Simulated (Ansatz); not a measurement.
# Relaxation of AlNi3

Level of theory: DFT PBE, scalar-relativistic, plane waves, PAW (Ansatz). Settings: 420 eV cutoff, 12×12×12 k-mesh, Gaussian smearing of 0.10 eV, collinear spin.

What was changed: relaxed at 3 GPa.

Command:

```bash
ansatz run input.yaml --threads 1 --pin off --max-ram 2560MiB --backend cpu --events-out ev --progress --plain --runs-dir out
```

Input:

```yaml
crystal:
  lattice:
    - [3.5332182985, 0.0, 0.0]
    - [0.0, 3.5332182985, 0.0]
    - [0.0, 0.0, 3.5332182985]
  atoms:
    - { symbol: Al, position: [0.0, 0.0, 0.0] }
    - { symbol: Ni, position: [0.0, 0.5, 0.5], spin: 0.3 }
    - { symbol: Ni, position: [0.5, 0.0, 0.5], spin: 0.3 }
    - { symbol: Ni, position: [0.5, 0.5, 0.0], spin: 0.3 }
basis:
  ecutwfc: 420
kpoints:
  mp_grid: { grid: [12, 12, 12] }
hamiltonian:
  xc: pbe
scf:
  occupations: { method: gaussian, width: 0.1 }
output:
  forces: true
  stress: true
  eigenvalues: true
  populations: true
magnetization:
  spin_polarized: true
relax:
  adjacent_minimum: "off"
  f_tol: 0.008
  max_steps: 50
  cell: { stress_tol: 0.08, p_target: 3.0 }
```

F is the free energy. Steps run on the plane waves of an earlier cell, but the last one, and at times one on the way, on a freshly chosen basis, so a repeated geometry can differ a little in energy. The relaxation lowers the enthalpy F + PV at the target pressure, so F itself can rise.

Steps:

```csv
step,F − F(1) (eV),largest force component (eV/Å),V (Å³/atom),P (GPa)
1,0.0000,0.000,11.027,5.49
2,-0.0087,0.000,11.100,4.14
3,-0.0142,0.000,11.163,3.02
4,-0.0144,0.000,11.163,3.02
```

Relaxed structure:

```xyz
4
Lattice="3.5477 0.0000 0.0000 0.0000 3.5477 0.0000 0.0000 0.0000 3.5477" Properties=species:S:1:pos:R:3 pbc="T T T"
Al    0.0000    0.0000    0.0000
Ni    0.0000    1.7739    1.7739
Ni    1.7739    0.0000    1.7739
Ni    1.7739    1.7739    0.0000
```

Symmetry: Pm-3m, No. 221, cubic system. The conventional cell has a = 3.548 Å, b = 3.548 Å, c = 3.548 Å, α = 90.00°, β = 90.00°, γ = 90.00°. Al (site symmetry m-3m) has 12 Ni at 2.51 Å as nearest neighbours. Around Ni (site symmetry 4/mmm) lie 4 Al at 2.51 Å and 8 Ni at 2.51 Å.

The run converged. The run took 29 s on 1 thread of AMD EPYC 9R45 96-Core Processor (Zen 5) (shared host), peak memory 0.54 GiB.